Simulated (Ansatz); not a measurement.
Method: DFT PBE, scalar-relativistic, plane waves, PAW in Ansatz 0.2.0. Several structures of NiO were relaxed, and the powder pattern of one of them was computed from 10° to 70° in 2θ (λ = 1.5406 Å; lines under 1 % are left out).

Cu Kα1 powder pattern (kinematic, no thermal factors).
| 2θ (°) | relative intensity |
| --- | --- |
| 24.08 | 100 |
| 30.20 | 5 |
| 33.91 | 17 |
| 36.37 | 15 |
| 42.02 | 27 |
| 44.09 | 23 |
| 46.03 | 2 |
| 49.31 | 8 |
| 50.57 | 29 |
| 56.76 | 33 |
| 61.19 | 13 |
| 62.80 | 12 |

Question: Which structure gives it?
A.

```
Ni O
1.0
     0.00000    3.39315    2.24506
     1.76516    0.00000    2.24506
     1.76516    3.39315    0.00000
Ni O
1 1
Cartesian
  1.7652 3.3932 3.3838
  1.7652 3.3932 1.5365
```

B.

```
Ni O
1.0
     2.03489   -2.40114    0.00000
     2.03489    2.40114    0.00000
     0.00000    0.00000    4.26062
Ni O
2 2
Direct
  0.31781 0.31781 0.50000
  0.68219 0.68219 0.00000
  0.21383 0.78617 0.75000
  0.78617 0.21383 0.25000
```

C.

```
Ni O
1.0
     2.83023    0.00000    0.00000
     0.00000    2.83023    0.00000
     0.00000    0.00000    5.00974
Ni O
2 2
Direct
  0.00000 0.50000 0.50000
  0.50000 0.00000 0.00000
  0.00000 0.00000 0.25000
  0.00000 0.00000 0.75000
```

D.

```
Ni O
1.0
     4.93680    0.00000    0.00000
     0.00000    2.64153    0.00000
     0.00000    0.00000    3.69292
Ni O
2 2
Direct
  0.00000 0.00000 0.00000
  0.50000 0.00000 0.00000
  0.75000 0.50000 0.16828
  0.25000 0.50000 0.83172
```

Answer: D. Its strongest line, at 2θ = 24.08°, has d = λ/(2 sin θ) = 3.693 Å and is the (0 0 1) reflection of the conventional Pmma cell with a = 4.937 Å, b = 2.642 Å, c = 3.693 Å. The others have their strongest lines at 26.2° (A); 35.8° (B); 36.4° (C).

The cells needn't be stable.
